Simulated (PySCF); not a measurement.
# One shape, several levels: CHF3 (trifluoromethane)

We compute a comparison of 6 runs (HF/STO-3G, CAM-B3LYP/def2-SVPD, M06-2X/def2-SVPD, M06-L/def2-SVPD, PBE0/def2-SVPD, revPBE/def2-SVPD) of CHF3 (trifluoromethane). 

The calculation is run with PySCF 2.14.0.

1 further run of the same task is left out (set aside as unsound or not needed).

### Step 1. The system as given

The species is CHF3 (5 atoms), meant as a singlet with charge 0. SMILES: `FC(F)F`. The shape is that of a GFN2-xTB optimisation.

Bond lengths: F1–C2 1.328 Å, C2–F3 1.328 Å, C2–F4 1.328 Å, C2–H5 1.104 Å. Angles: F1–C2–F3 108.4°, F1–C2–F4 108.4°, F3–C2–F4 108.4°, F1–C2–H5 110.5°, F3–C2–H5 110.5°, F4–C2–H5 110.5°.

### Step 2. A single-point energy at HF/STO-3G (run 1)

Input file calc.py:

```python
from pyscf import gto

mol = gto.M(
    atom='''
F   -0.667670  -0.332390   1.075060
C    0.018950   0.054610   0.006800
F    1.042420  -0.774930  -0.157420
F   -0.771270  -0.038770  -1.056390
H    0.377570   1.091490   0.131950
''',
    basis='sto-3g',
    verbose=4,
    max_memory=1860,
)

calc0 = mol.RHF()
calc0.conv_tol = 1e-10
calc0.kernel()
if not calc0.converged:
    calc0 = calc0.newton().run(calc0.mo_coeff, calc0.mo_occ)

etot = calc0.e_tot
print('E = %.10f Eh' % etot)
```

The run is started by

```bash
$ OMP_NUM_THREADS=1 python calc.py
```

Standard output:

```text
PySCF version 2.14.0

[INPUT] num. atoms = 5
[INPUT] num. electrons = 34
[INPUT] charge = 0
[INPUT] spin (= nelec alpha-beta = 2S) = 0
[INPUT] symmetry False subgroup None
[INPUT] Mole.unit = angstrom
[INPUT] Symbol           X                Y                Z      unit          X                Y                Z       unit  Magmom
[INPUT]  1 F     -0.667670000000  -0.332390000000   1.075060000000 AA   -1.261713441588  -0.628126066544   2.031568967475 Bohr   0.0
[INPUT]  2 C      0.018950000000   0.054610000000   0.006800000000 AA    0.035810310061   0.103197943662   0.012850137647 Bohr   0.0
[INPUT]  3 F      1.042420000000  -0.774930000000  -0.157420000000 AA    1.969888306769  -1.464405465709  -0.297480686529 Bohr   0.0
[INPUT]  4 F     -0.771270000000  -0.038770000000  -1.056390000000 AA   -1.457489068093  -0.073264681849  -1.996287780729 Bohr   0.0
[INPUT]  5 H      0.377570000000   1.091490000000   0.131950000000 AA    0.713503892852   2.062617167702   0.249349362136 Bohr   0.0

nuclear repulsion = 134.276546082747
number of shells = 13
number of NR pGTOs = 63
number of NR cGTOs = 21
basis = sto-3g
ecp = {}

******** <class 'pyscf.scf.hf.RHF'> ********
method = RHF
initial guess = minao
damping factor = 0
level_shift factor = 0
DIIS = <class 'pyscf.scf.diis.CDIIS'>
diis_start_cycle = 1
diis_space = 8
diis_damp = 0
SCF conv_tol = 1e-10
SCF conv_tol_grad = None
SCF max_cycles = 50
direct_scf = True
direct_scf_tol = 1e-13
Set gradient conv threshold to 1e-05
Initial guess from minao.
init E= -332.597740311589
  HOMO = -0.435080439682393  LUMO = 0.429538287635638  gap/eV = 23.52747
cycle= 1 E= -331.913534785839  delta_E= 0.684  |g|= 0.698  |ddm|= 2.72
  HOMO = -0.421443606241197  LUMO = 0.49744664287172  gap/eV = 25.00428
cycle= 2 E= -332.081617735021  delta_E= -0.168  |g|= 0.177  |ddm|= 1.11
  HOMO = -0.428817083264851  LUMO = 0.600237630522074  gap/eV = 28.00201
cycle= 3 E= -332.091654397305  delta_E= -0.01  |g|= 0.0388  |ddm|= 0.218
  HOMO = -0.432698539716232  LUMO = 0.604837449438612  gap/eV = 28.23279
cycle= 4 E= -332.092724214792  delta_E= -0.00107  |g|= 0.00374  |ddm|= 0.113
  HOMO = -0.432022130915752  LUMO = 0.604627451027503  gap/eV = 28.20867
cycle= 5 E= -332.092732305238  delta_E= -8.09e-06  |g|= 0.000552  |ddm|= 0.00862
  HOMO = -0.432098465118864  LUMO = 0.604865146536642  gap/eV = 28.21722
cycle= 6 E= -332.092732469984  delta_E= -1.65e-07  |g|= 8.99e-05  |ddm|= 0.0013
  HOMO = -0.432080699943859  LUMO = 0.604834259795589  gap/eV = 28.21589
cycle= 7 E= -332.092732475661  delta_E= -5.68e-09  |g|= 1.98e-05  |ddm|= 0.000235
  HOMO = -0.432079610653288  LUMO = 0.604840121047407  gap/eV = 28.21602
cycle= 8 E= -332.092732475967  delta_E= -3.06e-10  |g|= 2.29e-06  |ddm|= 6.5e-05
  HOMO = -0.432079084744788  LUMO = 0.60483966701453  gap/eV = 28.21600
cycle= 9 E= -332.092732475971  delta_E= -3.64e-12  |g|= 2.07e-07  |ddm|= 6.33e-06
  HOMO = -0.432079110906513  LUMO = 0.604839590184888  gap/eV = 28.21600
Extra cycle  E= -332.09273247597  delta_E= 3.98e-13  |g|= 5.93e-08  |ddm|= 3.87e-07
converged SCF energy = -332.09273247597
E = -332.0927324760 Eh
```

It took 1.6 s on 1 thread of Intel Xeon at 2.70GHz, shared host; peak memory 0.12 GiB.

### Step 3. A single-point energy at CAM-B3LYP/def2-SVPD (run 2)

Input file run.py:

```python
from pyscf import gto, dft

mol = gto.M(
    atom='''
F       -0.667670      -0.332390       1.075060
C        0.018950       0.054610       0.006800
F        1.042420      -0.774930      -0.157420
F       -0.771270      -0.038770      -1.056390
H        0.377570       1.091490       0.131950
''',
    max_memory=1860,
    verbose=3,
    basis='def2-svpd',
)

ks = dft.RKS(mol, xc='cam-b3lyp')
ks.grids.level = 5
ks.conv_tol = 1e-10
ks.kernel()
if not ks.converged:
    ks = ks.newton().run(ks.mo_coeff, ks.mo_occ)

etot = ks.e_tot
print('Final energy', etot)
```

The run is started by

```bash
$ OMP_NUM_THREADS=1 python run.py
```

Standard output:

```text
converged SCF energy = -337.922254963967
Final energy -337.92225496396674
```

Wall time 34 s (1 thread of Intel Xeon at 2.70GHz, shared host); peak memory 0.48 GiB.

Runs 3 to 5 aren't shown in full; the table further down has their settings and results.

### Step 4. A single-point energy at revPBE/def2-SVPD (run 6)

Input file run.py:

```python
from pyscf import gto, dft

mol = gto.Mole()
mol.atom = '''
F   -0.667670  -0.332390   1.075060
C    0.018950   0.054610   0.006800
F    1.042420  -0.774930  -0.157420
F   -0.771270  -0.038770  -1.056390
H    0.377570   1.091490   0.131950
'''
mol.max_memory = 1860
mol.basis = 'def2-svpd'
mol.spin = 0
mol.verbose = 3
mol.build()

ks = dft.RKS(mol)
ks.xc = 'revpbe'
ks.grids.level = 5
ks.conv_tol = 1e-10
ks.kernel()
if not ks.converged:
    ks = ks.newton().run(ks.mo_coeff, ks.mo_occ)

energy = ks.e_tot
print('E = %.10f Eh' % energy)
```

The run is started by

```bash
$ OMP_NUM_THREADS=1 python run.py
```

Standard output:

```text
converged SCF energy = -337.89601287023
E = -337.8960128702 Eh
```

Run time: 21 s. Hardware: 1 thread of Intel Xeon at 2.70GHz, shared host; peak memory 0.48 GiB.

### Step 5. The series

| run | level | integration grid | energy (Eh) | dipole moment (D) | HOMO energy (eV) | LUMO energy (eV) | wall time |
| --- | --- | --- | --- | --- | --- | --- | --- |
| 1 | HF/STO-3G | – | -332.092732 | 1.09 | -11.76 | 16.46 | 1.6 s |
| 2 | CAM-B3LYP/def2-SVPD | 5 | -337.922255 | 1.67 | -13.08 | 1.31 | 34 s |
| 3 | M06-2X/def2-SVPD | 5 | -337.887694 | 1.70 | -13.25 | 0.88 | 42 s |
| 4 | M06-L/def2-SVPD | 5 | -337.953536 | 1.52 | -9.92 | 0.58 | 38 s |
| 5 | PBE0/def2-SVPD | 5 | -337.679333 | 1.61 | -11.49 | 0.81 | 22 s |
| 6 | revPBE/def2-SVPD | 5 | -337.896013 | 1.48 | -9.53 | 0.09 | 21 s |

### Step 6. Outcome

| quantity | value |
| --- | --- |
| run 6: total energy | -337.89601 Eh |
| run 6: dipole moment | 1.48 D |
| run 6: HOMO energy | -9.53 eV |
| run 6: LUMO energy | 0.09 eV |
| run 6: HOMO–LUMO gap | 9.62 eV |

**Reading.** The dipole moment (its size) runs from 1.09 D (HF/STO-3G) to 1.70 D (M06-2X/def2-SVPD). The two ends differ in method and basis. The HOMO–LUMO gap runs from 9.62 eV (revPBE/def2-SVPD) to 28.22 eV (HF/STO-3G). Totals of different functionals can't be ranked against each other. In run 1 the basis is minimal, so the values are rough. All runs together took 2.7 min, the longest 42 s.
